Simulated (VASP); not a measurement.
CdGeAs2:

```
CELL_PARAMETERS angstrom
-2.98887 2.98887 5.66430
2.98887 -2.98887 5.66430
2.98887 2.98887 -5.66430
ATOMIC_POSITIONS crystal
Cd 0.50000 0.50000 0.00000
Cd 0.25000 0.75000 0.50000
As 0.09622 0.12500 0.47122
As 0.37500 0.90378 0.02878
As 0.65378 0.62500 0.52878
As 0.87500 0.34622 0.97122
Ge 0.75000 0.25000 0.50000
Ge 0.00000 0.00000 0.00000
```

The cell is a database's computed one.

```yaml
Program: VASP 6.6.1
Task: relaxation of cell and atoms
Functional: PBE
Potentials_or_basis: VASP PAW PBE potentials, release 64 (Cd, As, Ge_d)
Cutoff: 600 eV
k_mesh: 6 × 6 × 6
Occupations: gaussian, width 0.02 eV
Spin: no spin polarisation
```

At the start: pressure 2.4 GPa; volume 25.30 Å³/atom.

How do energy, volume and symmetry change on relaxing?

Over 7 steps the energy falls by 7.8 meV/atom and the volume is 26.34 Å³/atom (+4.1 %); space group I-42d (No. 122, to 0.05 Å).

Step by step:
| step | energy change (eV) | largest force (eV/Å) | pressure (GPa) | volume (Å³) |
| --- | --- | --- | --- | --- |
| 1 | 0.0000 | 0.1343 | 2.37 | 202.41 |
| 2 | -0.0560 | 0.0251 | -0.69 | 213.57 |
| 3 | -0.0616 | 0.0494 | -0.02 | 210.84 |
| 4 | -0.0620 | 0.0301 | 0.00 | 210.79 |
| 5 | -0.0623 | 0.0000 | 0.00 | 210.72 |
| 6 | -0.0623 | 0.0028 | 0.00 | 210.71 |
| 7 | -0.0623 | 0.0014 | 0.01 | 210.72 |

Final structure:
```
CELL_PARAMETERS angstrom
-3.02808 3.02808 5.74520
3.02808 -3.02808 5.74520
3.02808 3.02808 -5.74520
ATOMIC_POSITIONS crystal
Cd 0.50000 0.50000 0.00000
Cd 0.25000 0.75000 0.50000
As 0.09807 0.12500 0.47307
As 0.37500 0.90193 0.02693
As 0.65193 0.62500 0.52693
As 0.87500 0.34807 0.97307
Ge 0.75000 0.25000 0.50000
Ge 0.00000 0.00000 0.00000
```
